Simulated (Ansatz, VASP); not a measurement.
Al2O in VASP and in Ansatz

File INCAR:

```
SYSTEM = Al2O
PREC = Accurate ; ENCUT = 600
EDIFF = 1E-7 ; ISMEAR = 0
SIGMA = 0.1 ; LREAL = .False.
LASPH = .True. ; NELM = 100
ALGO = Normal ; ISIF = 3
LWAVE = .False. ; LCHARG = .False.
GGA = PE ; IBRION = 2
NSW = 100 ; EDIFFG = -0.01
```

Contents of KPOINTS:

```
Automatic mesh
0
Gamma
  14 14 14
  0 0 0
```

File POSCAR:

```
Al2O
1.0
    0.0000000000      2.9662501035      3.1295572198
    2.5008082155      0.0000000000      3.1295572198
    2.5008082155      2.9662501035      0.0000000000
Al O
2 1
Direct
    0.5000000000      0.0000000000      0.5000000000
    0.0000000000      0.5000000000      0.0000000000
    0.0000000000      0.0000000000      0.0000000000
```

Input for Ansatz:

```yaml
crystal:
  lattice:
    - [0.0, 2.9662501035, 3.1295572198]
    - [2.5008082155, 0.0, 3.1295572198]
    - [2.5008082155, 2.9662501035, 0.0]
  atoms:
    - { symbol: Al, position: [0.5, 0.0, 0.5] }
    - { symbol: Al, position: [0.0, 0.5, 0.0] }
    - { symbol: O, position: [0.0, 0.0, 0.0] }
basis:
  ecutwfc: 420
kpoints:
  mp_grid: { grid: [14, 14, 14] }
hamiltonian:
  xc: pbe
scf:
  occupations: { method: gaussian, width: 0.1 }
output:
  forces: true
  stress: true
  eigenvalues: true
  write_density: true
  write_potential: true
  elf: true
  volumetric_format: npy
relax:
  adjacent_minimum: "off"
  f_tol: 0.01
  max_steps: 80
  cell: { stress_tol: 0.05 }
```

Alike in both runs: task relaxation of cell and atoms; functional PBE; k mesh 14 × 14 × 14; occupations gaussian, width 0.1 eV; no spin polarisation.

```csv
,VASP,Ansatz
version,VASP 6.6.1,Ansatz 0.2.0
potentials or method,"VASP PAW PBE potentials, release 64 (Al, O)","scalar-relativistic, plane waves, PAW"
plane-wave cutoff (eV),600,420
valence electrons in the cell,12,12
```

Ansatz gave:

| Quantity | Value |
| --- | --- |
| gap on the k mesh at the Fermi level, each at its own relaxed structure (eV) | none |
| relaxed volume (Å³/atom) | 15.46 |
| relaxed cell length with the largest relative difference (Å) | 3.879 |

Question: Which values does VASP return?

Answer: gap on the k mesh at the Fermi level, each at its own relaxed structure (eV): none; relaxed volume (Å³/atom): 15.43; relaxed cell length with the largest relative difference (Å): 3.875.

A gap of «none» marks a metal or a gap that the smearing closes.
